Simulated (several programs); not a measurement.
GaSb (zincblende), relaxed with r2SCAN in Ansatz, was computed with several methods. The symmetry is F-43m (No. 216, cubic); conventional cell a = 6.132 Å, 28.82 Å³ an atom. Ga is surrounded by 4 Sb at 2.66 Å; Sb is surrounded by 4 Ga at 2.66 Å. (Simulation; spin polarisation is off.)

```cif
data_structure
_symmetry_space_group_name_H-M 'P 1'
_symmetry_Int_Tables_number 1
_cell_length_a 4.3358
_cell_length_b 4.3358
_cell_length_c 4.3358
_cell_angle_alpha 60.000
_cell_angle_beta 60.000
_cell_angle_gamma 60.000
_cell_volume 57.64
loop_
_atom_site_label
_atom_site_type_symbol
_atom_site_fract_x
_atom_site_fract_y
_atom_site_fract_z
_atom_site_occupancy
Ga1 Ga 0.00000 0.00000 0.00000 1
Sb1 Sb 0.25000 0.25000 0.25000 1
```

Gaps and times are for a single point on this cell; volume and bulk modulus come from each method's own relaxation or energy curve at fixed shape. Times are rough, from shared hosts (Arm Neoverse V1; Intel Xeon 6975P-C), and each method has its own mesh and cell size. PM6 (MOPAC), PM7 (MOPAC), GFN1-xTB (tblite), GFN2-xTB (tblite) treat a cluster of cells at its zone centre, which samples few k points: where these miss a band edge, the gap comes out too large for that reason alone. Gaps from k meshes are read at a limited set of points (mesh, symmetry points, PBE's band edges), so each method's own least gap may be somewhat smaller. xTB and the PM methods were fitted mostly to molecules, and can miss a solid's gap by electronvolts. Minimal bases can be far off for gaps. Times of the plane-wave ladder aren't listed, since it ran on unlike processors and cards. d marks a direct gap, i an indirect one (no mark: not told apart), a dash a value that wasn't computed or didn't pass its checks.

| method | kind | gap (eV) | own volume (Å³/atom) | bulk modulus (GPa) | atoms computed | processor time |
| --- | --- | --- | --- | --- | --- | --- |
| PBEsol | semilocal | – | 28.58 | – | 2 | – |
| light PBE (260 eV and a coarse mesh) | light plane-wave | 0 | – | – | 2 | 0.64 s |
| PBE | semilocal | 0 | 30.05 | 44 | 2 | – |
| PBE/single zeta (GPAW) | small basis | 0 | – | – | 2 | 3.2 s |
| LDA | semilocal | 0 | 27.69 | – | 2 | – |
| r2SCAN | semilocal | 0.41 d | 28.82 | 53 | 2 | – |
| GFN1-xTB (tblite) | tight binding | 0 | 29.48 | 59 | cluster | 5.8 s |
| PM6 (MOPAC) | semi-empirical | 6.54 | – | – | cluster | 6 s |
| PBE/SZV (CP2K) | small basis | 0.32 d | – | – | 2 | 9.2 s |
| PM7 (MOPAC) | semi-empirical | 4.79 | – | – | cluster | 9.6 s |
| GFN2-xTB (tblite) | tight binding | 0.75 | – | – | cluster | 10 s |
| PBE/DZVP (CP2K) | small basis | 0.02 d | – | – | 2 | 24 s |
| PBE+SOC | semilocal | 0 | – | – | 2 | – |
| PBE0 | hybrid | 1.33 d | – | – | 2 | – |
| HSE06 | hybrid | 0.77 d | 29.04 | – | 2 | – |
| HSE06+SOC | hybrid | 0.59 d | – | – | 2 | – |

Problem. How far from the measured values lie the methods that can be set against them?

Solution.
- Band gap, measured 0.8 eV: light PBE (260 eV and a coarse mesh) -0.80 eV, PBE -0.80 eV, PBE/single zeta (GPAW) -0.80 eV, LDA -0.80 eV, r2SCAN -0.39 eV, GFN1-xTB (tblite) -0.80 eV, PM6 (MOPAC) +5.74 eV, PBE/SZV (CP2K) -0.48 eV, PM7 (MOPAC) +3.99 eV, GFN2-xTB (tblite) -0.05 eV, PBE/DZVP (CP2K) -0.78 eV, PBE+SOC -0.80 eV, PBE0 +0.53 eV, HSE06 -0.03 eV, HSE06+SOC -0.21 eV.
The calculations are for a static lattice; samples hold vibrations, temperature and, in optical gaps, excitons. A measured value is shown where most reports agree with it, and only for the quantities listed. Sources: 0.8 eV (direct gap at Gamma from photoreflectance of the GaSb layers; 10 K; “GaSbBi alloys and heterostructures: fabrication and properties”; PR signal from GaSb cap, barriers and buffer in a GaSbBi/GaSb quantum-well structure; line shape mixes several layers; 2019; arxiv:1910.11210).

Only the rows marked +SOC include spin-orbit coupling.
